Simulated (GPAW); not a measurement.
**CdS and the effect of the volume of the cell**

```cif
data_structure
_symmetry_space_group_name_H-M 'F-43m'
_symmetry_Int_Tables_number 216
_cell_length_a 5.8330
_cell_length_b 5.8330
_cell_length_c 5.8330
_cell_angle_alpha 90.000
_cell_angle_beta 90.000
_cell_angle_gamma 90.000
_cell_volume 198.46
loop_
_atom_site_label
_atom_site_type_symbol
_atom_site_symmetry_multiplicity
_atom_site_Wyckoff_symbol
_atom_site_fract_x
_atom_site_fract_y
_atom_site_fract_z
_atom_site_occupancy
Cd1 Cd 4 a 0.00000 0.00000 0.00000 1
S1 S 4 c 0.25000 0.25000 0.25000 1
```

Kept alike: task dielectric tensor; functional LDA; k mesh 6 × 6 × 6; occupations fermi-dirac, width 0.001 eV; no spin polarisation. Program: GPAW, the program's PAW data sets (release 1.2.1) made for this functional, cutoff 400 eV. The mesh is that of the run's cell of 2 atoms. No spin-orbit coupling.

| run | band gap (eV) | free energy over the lowest row (meV/atom) |
| --- | --- | --- |
| A | 0.926 | 0.00 |
| B | 0.718 | 46.57 |
| C | 0.842 | 7.89 |
| D | 0.884 | 1.87 |
| E | 0.759 | 30.99 |
| F | 0.968 | 0.86 |
| G | 0.801 | 16.98 |

The cell shown is the unstrained one; x, y and z are its Cartesian axes; atoms keep their fractions. A gap read on the mesh alone can miss an edge between its points.

The runs differ in the volume of the cell alone: 0.94; 0.96; 0.98; 1; 1.02; 1.04; 1.06 times the cell shown. Which run is which?

Run A is 0.96 times the cell shown; run B is 1.06 times the cell shown; run C is 1 times the cell shown; run D is 0.98 times the cell shown; run E is 1.04 times the cell shown; run F is 0.94 times the cell shown; run G is 1.02 times the cell shown. The band gap falls from 0.968 to 0.718 eV between 0.94 and 1.06 times the cell shown. The free energy is lowest at 0.96, and 46.57 meV an atom higher at 1.06.

The gap narrows at every step of expansion, which orders the runs even near the energy minimum, where the energy alone would leave the compressed cells hard to tell apart. In zinc-blende CdS the conduction-band minimum is an antibonding state of Cd 5s and S 3s character. Shorter bonds push it up strongly, while the valence-band top, mainly S 3p, moves less because the repulsion from Cd 4d partly offsets its bonding stabilisation. The gap therefore opens under compression, as is usual for direct-gap tetrahedral semiconductors.

The energy minimum lies on the compressed side of the cell shown, in keeping with the usual overbinding of LDA. All the gaps are far below the measured one, as expected from Kohn-Sham eigenvalues in a local functional, with Cd 4d levels placed too high probably adding to the error by pushing up the valence-band top. The sign of the volume dependence is thus more trustworthy than any single gap. The gaps alone don't show how much each band edge shifts on an absolute scale.
